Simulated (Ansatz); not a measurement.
# SnSe2 (P-3m1) in Ansatz: notebook

The runs below take SnSe2 through single point, with PBEsol, PBE.

Program: Ansatz 0.2.0. These are calculated values, not measurements. Logs are shortened: lines on timing, memory, paths and dates and some standing lists are left out, and cuts for length are marked.

**1. The structure**

The structure is trigonal, space group P-3m1 (No. 164). Conventional cell: a = 3.811 Å, b = 3.811 Å, c = 6.136 Å, α = 90.00°, β = 90.00°, γ = 120.00°. Sn (site symmetry -3m) has 6 Se at 2.68 Å as nearest neighbours. Se (site symmetry 3m) is surrounded by 3 Sn at 2.68 Å.

**2. Single point, PBEsol**

The input, input.yaml:

```yaml
crystal:
  lattice:
    - [3.811, 0.0, 0.0]
    - [-1.9055, 3.3004228138, 0.0]
    - [0.0, 0.0, 6.136]
  atoms:
    - { symbol: Sn, position: [0.0, 0.0, 0.0] }
    - { symbol: Se, position: [0.6666666667, 0.3333333333, 0.751] }
    - { symbol: Se, position: [0.3333333333, 0.6666666667, 0.249] }
hamiltonian:
  xc: pbesol
  pseudopotentials: { kind: paw }
kpoints:
  mp_grid: { grid: [8, 8, 5] }
scf:
  occupations: { method: gaussian, width: 0.02 }
output:
  forces: true
  stress: true
  eigenvalues: true
  write_density: true
  write_potential: true
  elf: true
  volumetric_format: npy
```

Potentials or basis: Ansatz PAW.

The run is started by

```console
$ ansatz run input.yaml --threads 2 --pin off --max-ram 5632MiB --backend cpu --events-out ev --progress --plain --runs-dir out
```

Standard output:

```text
Warning: RAYON_NUM_THREADS=2 ignored (pool sized by the plan → 2); use --threads N
Engine: ansatz 0.2.0, x86_64-unknown-linux-gnu
Pseudopotentials: kind: paw
Pseudopotential: Sn, paw, valence charge 14, recommended cutoff 420 eV (normal), Sn.paw.azcp
Pseudopotential: Se, paw, valence charge 16, recommended cutoff 420 eV (normal), Se.paw.azcp
Functional definition: PBEsol
  exchange = pbesol_x
  correlation = pbesol_c
Crystal: 3 atoms, lattice volume = 77.178 Å³
Basis set: ecut = 420 eV, 1485 PW (Γ), exchange–correlation on 54×54×90 points (8 copies of the dense FFT grid, shifted against one another)
Bands: 28, of which v1, the nominal top of the filled ones, is band 23 counted from 1 (22 counted from 0)
Symmetry: 12 space group operations
Space group: P-3m1 (ITA 164), of the structure as read, at distance tolerance 4.3e-5 Å
k-points: 40 of 320
Non-local potential: Sn, projectors of the file, l = 0: 2, l = 1: 2, l = 2: 2, l = 3: 2
Non-local potential: Se, projectors of the file, l = 0: 2, l = 1: 2, l = 2: 3, l = 3: 1
PAW form: soft (Blöchl's): semilocal exchange-correlation on the pseudo side does not see the compensation charge
PAW frozen core: Sn, regenerated for the run's functional, and the local potential with it (the file was generated under x = pbe(κ = 0.804, μ = 0.2195149727645171), c = pbe(β = 0.06672455060314922))
PAW frozen core: Se, regenerated for the run's functional, and the local potential with it (the file was generated under x = pbe(κ = 0.804, μ = 0.2195149727645171), c = pbe(β = 0.06672455060314922))
PAW one-centre angular grid: Sn, 590 points (default); XC on 64 Gauss nodes
PAW one-centre angular grid: Se, 590 points (default); XC on 64 Gauss nodes
Initial density: superposition of atomic densities (neutral atoms: chi_scale 0, normalization atom), corrected by the library's trained network
Initial wavefunctions: pseudopotential atomic-orbital guess
Functional: x = pbesol(κ = 0.804, μ = 0.12345679012345678), c = pbesol(β = 0.046)
SCF iter   1: F=—  HF=-16799.186026 eV  |F-HF|=—  |Δ(HF+E_count)|=         —  Δρ=2.24e-3  dr2=3.61e-3  ethr=1.77e-3  ⟨swp⟩=6.8  Hψ=5042  notcnv=0
preconditioner: auto → Resta (q_TF=auto, 2.503 Å⁻¹)  ε∞=2.8  [insulator: Δε(μ)=0.740 eV  Ē_g=16.133 eV  σ=0.020 eV  W_gap=1.00  n_scr=22 (ndim 8)  ℏωp=21.6 eV  f_vac=0.080  D(μ)=0.00/eV (n_scr^D=0)  ε∞_Penn≈2.8]
SCF iter   2: F=—  HF=-16799.182991 eV  |F-HF|=—  |Δ(HF+E_count)|=   3.04e-3  Δρ=1.11e-3  dr2=8.41e-4  ethr=7.86e-6  ⟨swp⟩=3.0  Hψ=2526  notcnv=0  defer=40
SCF iter   3: F=—  HF=-16799.182953 eV  |F-HF|=—  |Δ(HF+E_count)|=   3.84e-5  Δρ=3.28e-4  dr2=6.76e-5  ethr=1.83e-6  ⟨swp⟩=2.0  Hψ=1760  notcnv=0  defer=40
SCF iter   4: F=—  HF=-16799.182972 eV  |F-HF|=—  |Δ(HF+E_count)|=   1.89e-5  Δρ=1.17e-4  dr2=1.13e-5  ethr=1.47e-7  ⟨swp⟩=2.0  Hψ=1597  notcnv=0  defer=40
SCF iter   5: F=—  HF=-16799.182979 eV  |F-HF|=—  |Δ(HF+E_count)|=   7.83e-6  Δρ=2.50e-5  dr2=7.99e-7  ethr=2.46e-8  ⟨swp⟩=2.0  Hψ=1335  notcnv=0  defer=40
SCF iter   6: F=—  HF=-16799.182980 eV  |F-HF|=—  |Δ(HF+E_count)|=   6.36e-7  Δρ=9.71e-6  dr2=1.03e-7  ethr=2.17e-10  ⟨swp⟩=13.0  Hψ=9206  notcnv=0
SCF iter   7: F=-16799.182980 eV  HF=-16799.182980 eV  |F-HF|=1.48e-8  |Δ(HF+E_count)|=   1.81e-7  Δρ=2.47e-6  dr2=6.37e-9  ethr=2.17e-10  ⟨swp⟩=9.7  Hψ=6903  notcnv=0
SCF 1 converged in 7 iterations: F = -16799.182980 eV  dr2 = 6.37e-9
SCF converged after 7 iterations
Free energy (F): -16799.182980 eV
Harris-Foulkes:  -16799.182980 eV  (|F-HF|=1.48e-8)
Internal energy: -16799.182980 eV  (E = F + TS)
E sigma→0 (E₀):  -16799.182980 eV
Fermi energy:    8.366821 eV
--- Per-component energies (eV) ---
  E_band       = -864.090176
  E_kinetic    = 426.663598
  E_local      = -6108.156221  (includes V_loc(G=0)·N_el)
  E_nonlocal   = -1214.517878
  E_hartree    = 3125.493412
  E_xc         = -585.253385
  E_vxc        = -292.658056  (∫ρ·V_xc dr)
  E_paw        = -7805.518395  (= ΣΔE_a)
  E_vpaw       = 73.591248  (= ΣTr[D̂ρ^β])
  E_aug_tail   = -0.001230  (compensation charges beyond the density's cutoff)
  E_ewald      = -4640.194622
  E_core_change = 2.301741  (= ΣΔE_core)
  E_smearing   = -0.000000  (= −TS)
  E_closure    = 0.000000  (closes the sum)
  Σ components = -16799.182980   (vs F -16799.182980, Δ=0.00e0)
--- Forces (eV/Å), atoms counted from 1 ---
  atom   1  Sn     0.00000000    -0.00000000     0.00000000
  atom   2  Se    -0.00000000    -0.00000000    -0.59988032
  atom   3  Se     0.00000000     0.00000000     0.59988032
  max |Σ_I F_I| component: 4.63e-18 eV/Å
--- Stress (GPa, compression-positive) ---
        1.892184       0.000000      -0.000000
        0.000000       1.892184       0.000000
       -0.000000       0.000000       3.740865
  P = ⅓ Tr σ = 2.5084 GPa (25.084 kbar)
--- Band table (eV; the first three rows and the last of 40) ---
  k-point 0: bands = ["-38.8623", "-38.8623", "-38.8623", "-38.8623", "-38.8273", "-38.8273", "-38.8267", "-38.8267", "-38.8135", "-38.8133", "-13.1922", "-13.1922", "-13.1514", "-13.1364", "-13.1364", "-6.0363", "-4.2466", "1.8800", "7.2912", "7.2912", "7.6030", "7.6030", "7.9892", "8.9954", "10.8353", "12.5812", "12.5812", "16.0330"]
  k-point 1: bands = ["-38.8623", "-38.8623", "-38.8623", "-38.8623", "-38.8273", "-38.8273", "-38.8267", "-38.8267", "-38.8135", "-38.8133", "-13.1922", "-13.1922", "-13.1514", "-13.1364", "-13.1364", "-5.9836", "-4.3603", "2.1544", "7.0977", "7.2527", "7.2527", "7.6633", "7.6633", "9.6832", "10.8424", "12.4833", "12.4833", "16.2677"]
  k-point 2: bands = ["-38.8623", "-38.8623", "-38.8623", "-38.8623", "-38.8272", "-38.8272", "-38.8269", "-38.8269", "-38.8135", "-38.8134", "-13.1922", "-13.1922", "-13.1513", "-13.1364", "-13.1364", "-5.8834", "-4.5535", "2.6943", "6.0884", "7.2075", "7.2075", "7.7447", "7.7447", "10.2959", "10.8196", "12.3329", "12.3329", "16.1220"]
  k-point 39: bands = ["-38.8621", "-38.8620", "-38.8619", "-38.8618", "-38.8273", "-38.8271", "-38.8271", "-38.8269", "-38.8131", "-38.8131", "-13.2286", "-13.1998", "-13.1426", "-13.1259", "-13.1161", "-4.0122", "-3.8152", "0.5480", "3.5625", "3.9245", "4.6305", "7.3300", "7.6074", "10.2312", "12.7441", "12.9734", "14.2241", "15.3077"]
```

Run time: 6.4 s. Hardware: 2 threads of Intel Xeon at 2.50GHz (Skylake/Cascade Lake), shared host; peak memory 0.42 GiB.

What came out:

```yaml
Free_energy: -16799.1830 eV
Pressure: 2.5 GPa
Largest_force: 0.600 eV/Å
Band_gap_on_the_k_mesh: 0.74 eV, indirect (least direct gap 1.01 eV)
```

Forces on the atoms (eV/Å):
```
Sn   0.000  0.000  0.000
Se   0.000  0.000 -0.600
Se   0.000  0.000  0.600
```

Caveat: odd divisions of the mesh miss points on the zone boundary, where band edges often lie, so the gap on the mesh can be too wide; spin-orbit coupling is left out, which moves the levels of the heavy elements; this functional lacks dispersion, which binds the layers, so the pressure and a relaxed spacing across them are unreliable; the PAW data sets come from PBE, with cores solved anew for the run's functional, which leaves a small shift of forces and pressure. A k mesh can miss the band edges.

**3. Single point, PBE**

input.yaml, as its differences from that of step 2:

```diff
@@ -10,3 +10,3 @@
 hamiltonian:
-  xc: pbesol
+  xc: pbe
   pseudopotentials: { kind: paw }
@@ -15,3 +15,3 @@
 scf:
-  occupations: { method: gaussian, width: 0.02 }
+  occupations: { method: gaussian, width: 0.011 }
 output:
```

Potentials or basis: Ansatz PAW.

The run is started by

```console
$ ansatz run input.yaml --threads 2 --pin off --max-ram 5632MiB --backend cpu --events-out ev --progress --plain --runs-dir out
```

It took 6.4 s on 2 threads of Intel Xeon at 2.50GHz (Skylake/Cascade Lake), shared host; peak memory 0.42 GiB.

The run converged. Its results:

```yaml
Free_energy: -16963.2730 eV
Pressure: 5.5 GPa
Largest_force: 0.787 eV/Å
Band_gap_on_the_k_mesh: 0.81 eV, indirect (least direct gap 1.10 eV)
```

Forces in eV/Å, atoms in the order of the input:
```
Sn   0.000  0.000  0.000
Se   0.000  0.000 -0.787
Se   0.000  0.000  0.787
```

Stress tensor (GPa, compression positive):
```
5.04 0.00 0.00
0.00 5.04 0.00
0.00 0.00 6.53
```

Levels at points of the mesh, in eV from the valence-band top:
```csv
k point,band 19,band 20,band 21,band 22,band 23,band 24,band 25,band 26,band 27,band 28
"(0.00, 0.00, 0.00)",-0.70,-0.70,-0.39,-0.39,-0.01,1.10,2.95,4.65,4.65,8.14
"(0.00, -0.50, 0.00)",-4.48,-2.91,-2.68,-1.20,-0.31,1.16,3.80,5.46,5.49,7.28
```

Caveat: odd divisions of the mesh miss points on the zone boundary, where band edges often lie, so the gap on the mesh can be too wide; spin-orbit coupling is left out, which moves the levels of the heavy elements; this functional lacks dispersion, which binds the layers, so the pressure and a relaxed spacing across them are unreliable. A k mesh can miss the band edges.
